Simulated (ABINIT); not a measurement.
# TiO2 (P4_2/mnm) in ABINIT: notebook

The runs below take TiO2 through band structure, with LDA, PBEsol, r2SCAN.

Program: ABINIT 10.8.3 (patched build). These are calculated values, not measurements. Logs are shortened: lines on timing, memory, paths and dates and some standing lists are left out, and cuts for length are marked. The log counts tension as positive stress, the text compression.

**What was measured.**

“Shallow Valence Band of Rutile GeO2 and P-type Doping”, 2020, arxiv:2011.08928 quotes, for a bulk crystal of TiO2 at 1.6 K: band gap 3.03 eV (direct).

The runs below are set against these values where they give the same quantity.

## (1) The crystal as given

Symmetry: P4_2/mnm, No. 136, tetragonal system. The conventional cell has a = 4.600 Å, b = 4.600 Å, c = 2.959 Å, α = 90.00°, β = 90.00°, γ = 90.00°. Around Ti (site symmetry mmm) lie 6 O at 1.95 to 1.98 Å. O (site symmetry m2m) has 3 Ti at 1.95 to 1.98 Å as nearest neighbours.

The cell is a database's computed one.

## (2) Band structure, LDA

File run.abi:

```
# Datasets: ground state, then fixed potential
ndtset 2

# Pseudopotentials
pp_dirpath "./"
pseudos "Ti.LDA_PW-JTH.xml, O.LDA_PW-JTH.xml"

# Structure
acell 4.5998373239 4.5998373239 2.95921356 Angstrom
rprim
     1.0000000000     0.0000000000     0.0000000000
     0.0000000000     1.0000000000     0.0000000000
     0.0000000000     0.0000000000     1.0000000000
ntypat 2
znucl 22 8
natom 6
typat 1 1 2 2 2 2
xcart
     0.0000000000     0.0000000000     1.4796067800
     2.2999186620     2.2999186620     0.0000000000
     1.3998285662     1.3998285662     1.4796067800
     0.9000900958     3.6997472281     0.0000000000
     3.6997472281     0.9000900958     0.0000000000
     3.2000087577     3.2000087577     1.4796067800 Angstrom

# Plane-wave basis
ecut 23.0
pawecutdg 45.0

# Exchange and correlation
ixc 7

# Bands and occupations
occopt 3
tsmear 0.00183747

# SCF cycle
nstep 100

# Output
iomode 3
prtwf 0
prteig 0
prtebands 0
enunit 1
prtden1 1
prtvha1 1
prtvclmb1 1
prtpot1 1

# Dataset 1
kptopt1 1
ngkpt1 6 6 9
nshiftk1 1
shiftk1 0.0 0.0 0.0
nband1 29
tolvrs1 1.0e-9

# Dataset 2: bands along G-X-M-G-Z-R-A-Z
iscf2 -2
getden2 1
nband2 35
nbdbuf2 4
tolwfr2 1.0e-11
kptopt2 -7
ndivsm2 5
prteig2 1
kptbounds2
     0.0000000000     0.0000000000     0.0000000000
     0.0000000000     0.5000000000     0.0000000000
     0.5000000000     0.5000000000     0.0000000000
     0.0000000000     0.0000000000     0.0000000000
     0.0000000000     0.0000000000     0.5000000000
     0.0000000000     0.5000000000     0.5000000000
     0.5000000000     0.5000000000     0.5000000000
     0.0000000000     0.0000000000     0.5000000000
```

Potentials or basis: JTH PAW LDA v2.0.

Run with:

```console
$ abinit run.abi > log 2>&1
```

run.abo:

```text
.Version 10.8.3 of ABINIT
 DATASET    1 : space group P4_2/m n m (#136); Bravais tP (primitive tetrag.)
================================================================================
 Values of the parameters that define the memory need for DATASET  1.
     intxc =       0    ionmov =       0      iscf =      17    lmnmax =      18
     lnmax =       6     mgfft =      40  mpssoang =       3    mqgrid =    3001
     natom =       6  nloc_mem =       2    nspden =       1   nspinor =       1
    nsppol =       1      nsym =      16    n1xccc =       1    ntypat =       2
    occopt =       3   xclevel =       1
       mpw =        2256          nfft =       43200          nkpt =          50
 PAW method is used; the additional fine FFT grid is defined by:
   mgfftf=        54    nfftf =    104976
================================================================================
================================================================================

 DATASET    2 : space group P4_2/m n m (#136); Bravais tP (primitive tetrag.)
================================================================================
 Values of the parameters that define the memory need for DATASET  2.
     intxc =       0    ionmov =       0      iscf =      -2    lmnmax =      18
     lnmax =       6     mgfft =      40  mpssoang =       3    mqgrid =    3001
     natom =       6  nloc_mem =       2    nspden =       1   nspinor =       1
    nsppol =       1      nsym =      16    n1xccc =       1    ntypat =       2
    occopt =       3   xclevel =       1
       mpw =        2250          nfft =       43200          nkpt =          43
 PAW method is used; the additional fine FFT grid is defined by:
   mgfftf=        54    nfftf =    104976
================================================================================
================================================================================

--------------------------------------------------------------------------------
------------- Echo of variables that govern the present computation ------------
--------------------------------------------------------------------------------
 -outvars: echo values of preprocessed input variables --------
            acell      8.6924327659E+00  8.6924327659E+00  5.5921031765E+00 Bohr
              amu      4.78800000E+01  1.59994000E+01
             ecut      2.30000000E+01 Hartree
           enunit           1
           getden1          0
           getden2          1
             iscf1         17
             iscf2         -2
              ixc           7
           jdtset        1    2
           kptopt1          1
           kptopt2         -7
         kptrlatt        6    0    0      0    6    0      0    0    9
          kptrlen1     5.03289286E+01
          kptrlen2     3.00000000E+01
            natom           6
            nband1         29
            nband2         35
           nbdbuf1          0
           nbdbuf2          4
           ndtset           2
           ndivsm1          0
           ndivsm2          5
            ngfft          40      40      27
          ngfftdg          54      54      36
             nkpt1         50
             nkpt2         43
            nstep         100
             nsym          16
           ntypat           2
           occopt           3
        pawecutdg      4.50000000E+01 Hartree
        prtebands           0
           prteig1          0
           prteig2          1
           prtpot1          1
           prtpot2          0
         prtvclmb1          1
         prtvclmb2          0
           prtvha1          1
           prtvha2          0
            prtwf           0
           shiftk1     0.00000000E+00  0.00000000E+00  0.00000000E+00
           shiftk2     5.00000000E-01  5.00000000E-01  5.00000000E-01
          spgroup         136
           tolvrs1     1.00000000E-09
           tolvrs2     0.00000000E+00
           tolwfr1     0.00000000E+00
           tolwfr2     1.00000000E-11
           tsmear      1.83747000E-03 Hartree
            typat      1  1  2  2  2  2
           useylm           1
           xangst      2.5000050514E-11  2.5000050514E-11  1.4796067800E+00
                       2.2999186620E+00  2.2999186620E+00  0.0000000000E+00
                       1.3998285662E+00  1.3998285662E+00  1.4796067800E+00
                       9.0009009580E-01  3.6997472282E+00  0.0000000000E+00
                       3.6997472282E+00  9.0009009580E-01  0.0000000000E+00
                       3.2000087578E+00  3.2000087578E+00  1.4796067800E+00
            xcart      4.7243248604E-11  4.7243248604E-11  2.7960515882E+00
                       4.3462163830E+00  4.3462163830E+00  0.0000000000E+00
                       2.6452926133E+00  2.6452926133E+00  2.7960515882E+00
[... 300 lines left out ...]
  7.0068E-02  9.1899E-02  1.3928E-01  1.4818E-01  1.4818E-01  1.6502E-01
[... 42 lines left out ...]
...

 Integrated electronic density in atomic spheres:
 ------------------------------------------------
 Atom  Sphere_radius  Integrated_density
    1        2.30803         10.35416548
    2        2.30803         10.35416548
    3        1.41465          4.56281274
    4        1.41465          4.56281274
    5        1.41465          4.56281274
    6        1.41465          4.56281274

================================================================================

 ----iterations are completed or convergence reached----

 Mean square residual over all n,k,spin=   46.317E-13; max=  99.818E-13
 reduced coordinates (array xred) for    6 atoms
       0.000000000005      0.000000000005      0.500000000000
       0.500000000005      0.500000000005      0.000000000000
       0.304321320001      0.304321320001      0.500000000000
       0.195678680010      0.804321320001      0.000000000000
       0.804321320001      0.195678680010      0.000000000000
       0.695678680010      0.695678680010      0.500000000000

 cartesian coordinates (angstrom) at end:
    1      0.00000000002500     0.00000000002500     1.47960678000000
    2      2.29991866197500     2.29991866197500     0.00000000000000
    3      1.39982856620000     1.39982856620000     1.47960678000000
    4      0.90009009580000     3.69974722815000     0.00000000000000
    5      3.69974722815000     0.90009009580000     0.00000000000000
    6      3.20000875775000     3.20000875775000     1.47960678000000
 length scales=  8.692432765900  8.692432765900  5.592103176473 bohr
              =  4.599837323900  4.599837323900  2.959213560000 angstroms
 Eigenvalues (   eV  ) for nkpt=  43  k points:
 kpt#   1, nband= 35, wtk=  1.00000, kpt=  0.0000  0.0000  0.0000 (reduced coord)
 -51.77256  -51.75412  -28.41399  -28.41399  -28.24529  -28.24529  -28.21301  -28.17826
 -13.45565  -12.23561  -11.46815  -11.46815   -1.35005   -0.90263   -0.53979    0.65989
   0.65989    1.90665    1.90665    2.50069    3.79011    4.03230    4.03230    4.49049
   6.26436    6.53361    6.81608    6.91644    6.91644    8.90854    9.04551   11.09670
  11.09670   12.07878   12.16393
 kpt#   2, nband= 35, wtk=  1.00000, kpt=  0.0000  0.1000  0.0000 (reduced coord)
 -51.77211  -51.75456  -28.41063  -28.41028  -28.24944  -28.24907  -28.21215  -28.17911
 -13.41871  -12.23574  -11.50775  -11.48281   -1.28049   -0.86081   -0.47420    0.66416
   0.66770    1.83909    1.89197    2.50358    3.72011    3.83576    3.93808    4.45729
   6.32482    6.61671    6.89616    6.95882    6.97869    8.97230    9.00355   11.06025
  11.06867   12.05145   12.25476
 kpt#   3, nband= 35, wtk=  1.00000, kpt=  0.0000  0.2000  0.0000 (reduced coord)
 -51.77078  -51.75586  -28.40086  -28.39963  -28.26124  -28.25994  -28.20967  -28.18156
 -13.31076  -12.24700  -11.60807  -11.52435   -1.09481   -0.74584   -0.26928    0.67622
   0.68728    1.66450    1.83167    2.51990    3.34178    3.53646    3.74392    4.34106
   6.47487    6.78828    7.07428    7.10168    7.13357    8.83500    9.21794   10.96422
[... 227 lines left out ...]
   6.90501    7.33469    7.61130    7.61396    7.90855    8.40461    9.50949   10.18589
  10.53301   11.20445   16.52040
 kpt#  42, nband= 35, wtk=  1.00000, kpt=  0.0714  0.0714  0.5000 (reduced coord)
 -51.72064  -51.72064  -28.66160  -28.65991  -28.26892  -28.26673  -28.24698  -28.24671
 -12.13147  -12.00886  -11.92224  -11.79610   -0.13849   -0.00715    0.45400    0.59107
   0.76214    1.25442    1.71535    1.75042    2.10527    2.22257    2.96588    3.05534
   7.23329    7.39217    7.60561    7.60720    8.04833    8.23231    9.78049   10.06139
  10.53497   10.81087   16.60613
 kpt#  43, nband= 35, wtk=  1.00000, kpt=  0.0000  0.0000  0.5000 (reduced coord)
 -51.72064  -51.72064  -28.65970  -28.65970  -28.26880  -28.26880  -28.24690  -28.24690
 -12.00387  -12.00387  -11.92842  -11.92842   -0.03764   -0.03764    0.70749    0.70749
   0.82882    0.82882    1.71773    1.71773    2.05125    2.05125    3.05297    3.05297
   7.41286    7.41286    7.60368    7.60368    8.10782    8.10782   10.00771   10.00771
  10.53558   10.53558   16.64562

== END DATASET(S) ==============================================================
================================================================================

 -outvars: echo values of variables after computation  --------
            acell      8.6924327659E+00  8.6924327659E+00  5.5921031765E+00 Bohr
           etotal1    -1.8242012644E+02
            fcart1    -0.0000000000E+00 -0.0000000000E+00 -0.0000000000E+00
                      -0.0000000000E+00 -0.0000000000E+00 -0.0000000000E+00
                       1.7135300591E-03  1.7135300591E-03 -0.0000000000E+00
                      -1.7135300591E-03  1.7135300591E-03 -0.0000000000E+00
                       1.7135300591E-03 -1.7135300591E-03 -0.0000000000E+00
                      -1.7135300591E-03 -1.7135300591E-03 -0.0000000000E+00
           strten1     2.6583046141E-04  2.6583046141E-04  3.6158602637E-04
                       0.0000000000E+00  0.0000000000E+00  0.0000000000E+00
           xangst      2.5000050514E-11  2.5000050514E-11  1.4796067800E+00
                       2.2999186620E+00  2.2999186620E+00  0.0000000000E+00
                       1.3998285662E+00  1.3998285662E+00  1.4796067800E+00
                       9.0009009580E-01  3.6997472282E+00  0.0000000000E+00
                       3.6997472282E+00  9.0009009580E-01  0.0000000000E+00
                       3.2000087578E+00  3.2000087578E+00  1.4796067800E+00
             xred      5.4349857947E-12  5.4349857947E-12  5.0000000000E-01
                       5.0000000001E-01  5.0000000001E-01  0.0000000000E+00
                       3.0432132000E-01  3.0432132000E-01  5.0000000000E-01
                       1.9567868001E-01  8.0432132000E-01  0.0000000000E+00
                       8.0432132000E-01  1.9567868001E-01  0.0000000000E+00
                       6.9567868001E-01  6.9567868001E-01  5.0000000000E-01
 Calculation completed.
```

Wall time 2.9 min (1 thread of Intel Xeon 6975P-C (Granite Rapids), shared host); peak memory 0.17 GiB.

What came out:

* Free energy: -4963.9045 eV
* Pressure: -8.8 GPa
* Largest force: 0.125 eV/Å
* Band gap on the k mesh: 1.77 eV, direct
* Band gap along the path: 1.77 eV, direct

Forces on the atoms (eV/Å):
```
Ti   0.000  0.000  0.000
Ti   0.000  0.000  0.000
O    0.088  0.088  0.000
O   -0.088  0.088  0.000
O    0.088 -0.088  0.000
O   -0.088 -0.088  0.000
```

Levels at the corners of the path, in eV from the valence-band top:
```
point  band 21  band 22  band 23  band 24  band 25  band 26  band 27  band 28
    Γ    -0.70    -0.46    -0.46     0.00     1.77     2.04     2.33     2.43
    X    -1.66    -1.66    -0.75    -0.75     2.44     2.44     2.97     2.97
    M    -1.31    -1.31    -1.08    -1.08     1.81     1.81     2.45     2.45
    Γ    -0.70    -0.46    -0.46     0.00     1.77     2.04     2.33     2.43
    Z    -2.44    -2.44    -1.44    -1.44     2.92     2.92     3.11     3.11
    R    -2.08    -2.08    -1.05    -1.05     1.81     1.81     3.14     3.14
    A    -1.31    -1.31    -0.67    -0.67     2.53     2.53     3.14     3.14
    Z    -2.44    -2.44    -1.44    -1.44     2.92     2.92     3.11     3.11
```

Caveat: the atomic spheres overlap.

## (3) Band structure, PBEsol

Edit run.abi of step 2 so:

```diff
@@ -5,3 +5,3 @@
 pp_dirpath "./"
-pseudos "Ti.LDA_PW-JTH.xml, O.LDA_PW-JTH.xml"
+pseudos "Ti.GGA_PBE-JTH.xml, O.GGA_PBE-JTH.xml"
 
@@ -28,5 +28,6 @@
 pawecutdg 45.0
+pawxcdev 0
 
 # Exchange and correlation
-ixc 7
+ixc -116133
```

Potentials or basis: JTH PAW PBE v2.0.

Run with:

```console
$ abinit run.abi > log 2>&1
```

It took 3.4 min on 1 thread of Intel Xeon 6975P-C (Granite Rapids), shared host; peak memory 0.21 GiB.

The run converged. Its results:

| Quantity | Value |
| --- | --- |
| Free energy | -4950.8029 eV |
| Pressure | -2.2 GPa |
| Largest force | 0.050 eV/Å |
| Band gap on the k mesh | 1.82 eV, direct |
| Band gap along the path | 1.82 eV, direct |

Forces on the atoms (eV/Å):
```
Ti   0.000  0.000  0.000
Ti   0.000  0.000  0.000
O    0.035  0.035  0.000
O   -0.035  0.035  0.000
O    0.035 -0.035  0.000
O   -0.035 -0.035  0.000
```

Stress tensor (GPa, compression positive):
```
-1.67  0.00  0.00
 0.00 -1.67  0.00
 0.00  0.00 -3.30
```

Levels at the corners of the path, in eV from the valence-band top:
| point | band 22 | band 23 | band 24 | band 25 | band 26 | band 27 |
| --- | --- | --- | --- | --- | --- | --- |
| Γ | -0.45 | -0.45 | 0.00 | 1.82 | 2.10 | 2.37 |
| X | -1.65 | -0.75 | -0.75 | 2.49 | 2.49 | 3.01 |
| M | -1.31 | -1.08 | -1.08 | 1.86 | 1.86 | 2.49 |
| Γ | -0.45 | -0.45 | 0.00 | 1.82 | 2.10 | 2.37 |
| Z | -2.42 | -1.44 | -1.44 | 2.96 | 2.96 | 3.16 |
| R | -2.07 | -1.05 | -1.05 | 1.86 | 1.86 | 3.18 |
| A | -1.31 | -0.67 | -0.67 | 2.57 | 2.57 | 3.18 |
| Z | -2.42 | -1.44 | -1.44 | 2.96 | 2.96 | 3.16 |

Caveat: the PAW data sets were made with another functional, which shifts forces and pressure a little; the atomic spheres overlap.

## (4) Band structure, r2SCAN

Edit run.abi of step 3 so:

```diff
@@ -26,8 +26,9 @@
 # Plane-wave basis
-ecut 23.0
-pawecutdg 45.0
-pawxcdev 0
+ecut 28.0
+pawecutdg 50.0
 
 # Exchange and correlation
-ixc -116133
+ixc -497498
+usekden 1
+pawxcdev 0
 
@@ -47,5 +48,3 @@
 prtden1 1
-prtvha1 1
-prtvclmb1 1
-prtpot1 1
+prtkden1 1
 
@@ -53,3 +52,3 @@
 kptopt1 1
-ngkpt1 6 6 9
+ngkpt1 5 5 8
 nshiftk1 1
@@ -57,3 +56,3 @@
 nband1 29
-tolvrs1 1.0e-9
+tolvrs1 1.0e-7
 
@@ -62,2 +61,3 @@
 getden2 1
+getkden2 1
 nband2 35
@@ -66,3 +66,3 @@
 kptopt2 -7
-ndivsm2 5
+ndivsm2 8
 prteig2 1
```

Run with:

```console
$ abinit run.abi > log 2>&1
```

It took 18 min on 1 thread of AMD EPYC 7R43 (Zen 3), shared host; peak memory 0.28 GiB.

The run converged. Its results:

| Quantity | Value |
| --- | --- |
| Free energy | -4742.3307 eV |
| Pressure | 0.1 GPa |
| Largest force | 0.037 eV/Å |
| Band gap on the k mesh | 2.20 eV, direct |
| Band gap along the path | 2.20 eV, direct |

Forces on the atoms (eV/Å):
```
Ti   0.000  0.000  0.000
Ti   0.000  0.000  0.000
O    0.026  0.026  0.000
O   -0.026  0.026  0.000
O    0.026 -0.026  0.000
O   -0.026 -0.026  0.000
```

Stress tensor (GPa, compression positive):
```
 0.17  0.00  0.00
 0.00  0.17  0.00
 0.00  0.00 -0.16
```

Levels at the corners of the path, in eV from the valence-band top:
```
point  band 20  band 21  band 22  band 23  band 24  band 25  band 26  band 27  band 28  band 29
    Γ    -2.06    -0.75    -0.48    -0.48     0.00     2.20     2.51     2.74     2.84     2.84
    X    -3.13    -1.69    -1.69    -0.77    -0.77     2.88     2.88     3.37     3.37     3.90
    M    -2.21    -1.37    -1.37    -1.11    -1.11     2.23     2.23     2.86     2.86     4.16
    Γ    -2.06    -0.75    -0.48    -0.48     0.00     2.20     2.51     2.74     2.84     2.84
    Z    -2.86    -2.40    -2.40    -1.47    -1.47     3.30     3.30     3.54     3.54     4.00
    R    -2.45    -2.07    -2.07    -1.08    -1.08     2.26     2.26     3.57     3.57     4.24
    A    -2.83    -1.32    -1.32    -0.70    -0.70     2.93     2.93     3.55     3.55     3.59
    Z    -2.86    -2.40    -2.40    -1.47    -1.47     3.30     3.30     3.54     3.54     4.00
```

Caveat: totals of a meta-GGA on PAW files have another zero than those of a GGA; the PAW data sets were made with another functional, which shifts forces and pressure a little; the atomic spheres overlap.

## (5) Summary

| level | potentials or basis | k mesh | cutoff (eV) | fine-grid cutoff | gap on the mesh (eV) | pressure (GPa) | largest force (eV/Å) |
| --- | --- | --- | --- | --- | --- | --- | --- |
| LDA | JTH PAW LDA v2.0 | 6 × 6 × 9 | 626 | 1224.51 eV | 1.77 | -8.8 | 0.12 |
| PBEsol | JTH PAW PBE v2.0 | 6 × 6 × 9 | 626 | 1224.51 eV | 1.82 | -2.2 | 0.05 |
| r2SCAN | JTH PAW PBE v2.0 | 5 × 5 × 8 | 762 | 1360.57 eV | 2.20 | 0.1 | 0.04 |

Alike in all rows: task band structure; no spin polarisation; cell as given; smearing fermi-dirac 0.05 eV.

Caveats: the atomic spheres overlap; the PAW data sets were made with another functional, which shifts forces and pressure a little (some runs); totals of a meta-GGA on PAW files have another zero than those of a GGA (some runs).

Absolute energies hang on the potentials; compare differences alone.

## (6) How close it comes

Step 2. A measured gap of TiO2 is 3.03 eV (direct; 1.6 K; quoted in “Shallow Valence Band of Rutile GeO2 and P-type Doping”, 2020, arxiv:2011.08928); the calculated 1.77 eV misses it by -1.26 eV. 2 values of this kind are on record in papers (3.03 to 3.05 eV); this one was drawn at random among those near their median. The value is that of LDA, without temperature or zero-point motion. Semilocal functionals fall short of measured gaps as a rule. The cell is a database's relaxed one, not the measured one, which moves gaps too.

Step 3. Against the measured gap of TiO2, 3.03 eV (direct; 1.6 K; quoted in “Shallow Valence Band of Rutile GeO2 and P-type Doping”, 2020, arxiv:2011.08928), the calculated 1.82 eV is off by -1.21 eV. 2 values of this kind are on record in papers (3.03 to 3.05 eV); this one was drawn at random among those near their median. The value is that of PBEsol, without temperature or zero-point motion. Semilocal functionals fall short of measured gaps as a rule. The cell is a database's relaxed one, not the measured one, which moves gaps too.

Step 4. A measured gap of TiO2 is 3.03 eV (direct; 1.6 K; quoted in “Shallow Valence Band of Rutile GeO2 and P-type Doping”, 2020, arxiv:2011.08928); the calculated 2.20 eV misses it by -0.83 eV. 2 values of this kind are on record in papers (3.03 to 3.05 eV); this one was drawn at random among those near their median. The value is that of r2SCAN, without temperature or zero-point motion. The cell is a database's relaxed one, not the measured one, which moves gaps too.
